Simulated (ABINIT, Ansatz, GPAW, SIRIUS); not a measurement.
HfN: 4 runs at one level of theory

```
CELL_PARAMETERS angstrom
0.00000 2.45482 2.45482
2.45482 0.00000 2.45482
2.45482 2.45482 0.00000
ATOMIC_POSITIONS crystal
Hf 0.00000 0.00000 0.00000
N 0.25000 0.25000 0.25000
```

The cell comes from a database or a generator and needn't be the stable form of this composition.

Alike in all runs: task single point; functional PBEsol; k mesh 9 × 9 × 9; occupations fermi-dirac, width 0.05 eV; no spin polarisation; no spin-orbit coupling. Pressure is positive in compression and, in plane waves, holds the error of the finite cutoff.

| program and potentials | plane-wave cutoff (eV) | notes | pressure (GPa) |
| --- | --- | --- | --- |
| SIRIUS, PseudoDojo 0.4.1 PBEsol standard (scalar relativistic) | 1152 | - | -5.63 |
| ABINIT, PseudoDojo NC SR PBEsol v0.4.1 standard | 1143 | - | ? |
| GPAW, PAW data sets generated for this functional | 800 | - | -4.22 |
| Ansatz, all-electron LAPW, scalar-relativistic | - | - | -5.02 |

Estimate from the other rows what the run with ABINIT, PseudoDojo NC SR PBEsol v0.4.1 standard gave.

Pressure -5.60 GPa. The other rows, which needn't bracket it: pressure -5.63 to -4.22.
